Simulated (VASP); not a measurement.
Write the native input for VASP 6.6.1 that does the following.

* Task: band structure
* Functional: HSE06
* Potentials or basis: VASP PAW PBE potentials, release 64 (Pb_d, Se)
* Cutoff: 520 eV
* k mesh: 4 × 4 × 4
* Occupations: gaussian, width 0.03 eV
* Spin: spin-orbit coupling, no magnetisation
* Grid for exact exchange (PRECFOCK): Fast
* Screening parameter: 0.2 1/A
* Further INCAR settings: ALGO = Normal; EDIFF = 1e-06

The system is PbSe (Clausthalite).

```
Pb Se
1.0
     0.00000    3.05199    3.05199
     3.05199    0.00000    3.05199
     3.05199    3.05199    0.00000
Pb Se
1 1
Direct
  0.00000 0.00000 0.00000
  0.50000 0.50000 0.50000
```

These files were run (other wordings do the same):

POSCAR

```
PbSe                                    
1.0
    0.0000000000      3.0519897383      3.0519897383
    3.0519897383      0.0000000000      3.0519897383
    3.0519897383      3.0519897383      0.0000000000
  Pb              Se            
     1     1
Direct
     0.0000000000000000    0.0000000000000000    0.0000000000000000
     0.5000000000000000    0.5000000000000000    0.5000000000000000
```

INCAR.step1

```
SYSTEM = PbSe
  ALGO = Normal
  EDIFF = 1E-5
  ENCUT = 520
  GGA = PE
  GGA_COMPAT = .False.
  ISIF = 2
  ISMEAR = 0
  KPAR = 4
  LASPH = .True.
  LCHARG = .False.
  LORBIT = 11
  LREAL = .False.
  LSORBIT = .True.
  LWAVE = .True.
  MAGMOM = 0 0 0 0 0 0
  NELM = 80
  PREC = Accurate
  SIGMA = 0.03
```

INCAR.step2

```
SYSTEM = PbSe
  ALGO = Normal
  EDIFF = 1E-6
  ENCUT = 520
  GGA = PE
  GGA_COMPAT = .False.
  HFSCREEN = 0.2
  ISIF = 2
  ISMEAR = 0
  ISTART = 1
  KPAR = 4
  LASPH = .True.
  LCHARG = .False.
  LHFCALC = .True.
  LORBIT = 11
  LREAL = .False.
  LSORBIT = .True.
  LWAVE = .False.
  MAGMOM = 0 0 0 0 0 0
  NELM = 80
  PREC = Accurate
  PRECFOCK = Fast
  SIGMA = 0.03
```

KPOINTS

```
k-points
0
Gamma
  4 4 4
  0 0 0
```

KPOINTS_OPT

```
explicit points
6
Reciprocal
 0.0000000000  0.0000000000  0.0000000000 1
 0.3750000000  0.3750000000  0.7500000000 1
 0.5000000000  0.5000000000  0.5000000000 1
 0.6250000000  0.2500000000  0.6250000000 1
 0.5000000000  0.2500000000  0.7500000000 1
 0.5000000000  0.0000000000  0.5000000000 1
```

Potentials or basis: VASP PAW PBE potentials, release 64 (Pb_d, Se).

Command:

```sh
$ cat potpaw_PBE.64/Pb_d/POTCAR potpaw_PBE.64/Se/POTCAR > POTCAR
$ cp INCAR.step1 INCAR
$ mpirun -np 4 vasp_ncl > vasp.out
$ cp INCAR.step2 INCAR
$ mpirun -np 4 vasp_ncl > vasp.out
```

It gave:

| Item | Value |
| --- | --- |
| Pressure | 1.5 GPa |
| Valence electrons inside the program's atomic spheres | Pb 11.87; Se 3.88 |

Caveat: the k mesh is coarse (spacing up to 0.45 Å⁻¹), so the values aren't converged, least of all with exact exchange; the PAW data sets were made with another functional, which shifts forces and pressure a little.

Wall time 10 min on 4 MPI ranks on Intel(R) Xeon(R) Platinum 8259CL CPU @ 2.50GHz (Skylake/Cascade Lake), with other jobs on the host, peak memory 0.4 GiB a rank.
